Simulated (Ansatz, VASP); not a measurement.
VH in VASP and in Ansatz

```
V H
1.0
     0.00000    1.96375    1.96375
     1.96375    0.00000    1.96375
     1.96375    1.96375    0.00000
V H
1 1
Direct
  0.00000 0.00000 0.00000
  0.50000 0.50000 0.50000
```

The cell comes from a database or a generator and needn't be the stable form of this composition.

Alike in both runs: task single point; functional PBEsol; k mesh 20 × 20 × 20; occupations gaussian, width 0.15 eV; no spin polarisation.

|  | VASP | Ansatz |
| --- | --- | --- |
| version | VASP 6.6.1 | Ansatz 0.2.0 |
| potentials or method | VASP PAW PBE potentials, release 64 (V_sv, H) | scalar-relativistic, plane waves, PAW |
| plane-wave cutoff (eV) | 520 | 420 |
| valence electrons in the cell | 14 | 14 |

Ansatz gave:

* gap on the k mesh at the Fermi level (eV): none
* pressure (GPa): -4.1

Problem. Estimate VASP's values.

Solution. gap on the k mesh at the Fermi level (eV): none; pressure (GPa): -4.0.

A gap of «none» marks a metal or a gap that the smearing closes.

Caveats: the PAW data sets were made with another functional, which shifts forces and pressure a little (VASP).
